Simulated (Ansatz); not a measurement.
**Zone-centre phonons of Ge: input and output**

Method: DFT PBEsol, scalar-relativistic, plane waves, PAW in Ansatz.

Launched with:
```bash
ansatz run input.yaml --threads 1 --pin off --max-ram 3072MiB --backend cpu --events-out ev --progress --plain --runs-dir out
```

Input (bare energies are in eV):
```yaml
crystal:
  lattice:
    - [0.0, 2.8387418727, 2.8387418727]
    - [2.8387418727, 0.0, 2.8387418727]
    - [2.8387418727, 2.8387418727, 0.0]
  atoms:
    - { symbol: Ge, position: [0.5, 0.5, 0.5] }
    - { symbol: Ge, position: [0.75, 0.75, 0.75] }
basis:
  ecutwfc: 420
kpoints:
  mp_grid: { grid: [14, 14, 14] }
hamiltonian:
  xc: pbesol
scf:
  occupations: { method: fermi_dirac, width: 0.15 }
output:
  eigenvalues: true
phonons:
  method: dfpt
  eigenvectors: true
```

Results section of the output:
```
--- Phonons (Γ-DFPT): 1 representative perturbation + reference, on 244 of 2744 k-points (Σ response iterations 3) ---
  k mesh reduced under 8 symmetry operations, with k and −k counted as one. Each operation leaves every solved displacement unchanged or reverses it
  ASR residual: 1.174e-5 → 0.000e0 eV/Å²; symmetrization residual: 2.697e-12 eV/Å²
  ASR residual per site (eV/Å²): 1.17e-5 1.17e-5
  Γ frequencies (cm⁻¹): 0.00 0.00 0.00 281.95 281.95 281.95
  non-analytic LO–TO correction: not included (Born effective charges unavailable; polar crystals: no LO–TO splitting at Γ)
```

The run took 100 s on 1 thread of AMD EPYC 7571, on a shared host, peak memory 0.95 GiB.

Without a gap, frequencies and elastic constants depend on the k mesh and the smearing, soft modes and shear constants most.

The bands only touch here, so at this level the crystal is a zero-gap semiconductor or semimetal, not an ordinary metal; spin–orbit coupling, left out, can open or move such a gap.